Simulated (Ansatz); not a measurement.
The system is ZnS (Wurtzite-2H).

```
Zn S
1.0
     3.81100    0.00000    0.00000
    -1.90550    3.30042    0.00000
     0.00000    0.00000    6.23400
Zn S
2 2
Direct
  0.66667 0.33333 0.50000
  0.33333 0.66667 0.00000
  0.66667 0.33333 0.88500
  0.33333 0.66667 0.38500
```

```yaml
Program: Ansatz 0.2.0
Task: relaxation of cell and atoms
Functional: revPBE
Dispersion: D4
Potentials_or_basis: Ansatz PAW
Cutoff: "420 eV (not typed: the program's choice for these potentials)"
k_mesh: 8 × 8 × 5
Occupations: fermi-dirac, width 0.05 eV
Spin: no spin polarisation
```

At the start: volume 19.60 Å³/atom.

How do energy, volume and symmetry change on relaxing?

It ends after 5 steps and the volume is 19.24 Å³/atom (-1.8 %); space group P6_3mc (No. 186, to 0.05 Å).

Step by step:
| step | energy change (eV) | largest force (eV/Å) | volume (Å³) |
| --- | --- | --- | --- |
| 1 | 0.0000 | 0.3255 | 78.41 |
| 2 | -0.0169 | 0.2371 | 77.61 |
| 3 | -0.0281 | 0.0848 | 76.96 |
| 4 | -0.0291 | 0.0009 | 76.97 |
| 5 | -0.0284 | 0.0009 | 76.97 |

Final structure:
```
Zn S
1.0
     3.78071    0.00000    0.00000
    -1.89036    3.27419    0.00000
     0.00000    0.00000    6.21780
Zn S
2 2
Direct
  0.66667 0.33333 0.50573
  0.33333 0.66667 0.00573
  0.66667 0.33333 0.87927
  0.33333 0.66667 0.37927
```

Caveat: the plane-wave basis is chosen anew once the cell has moved, so the energies of steps on either side of that aren't comparable; the PAW data sets come from PBE, with cores solved anew for the run's functional, which leaves a small shift of forces and pressure.
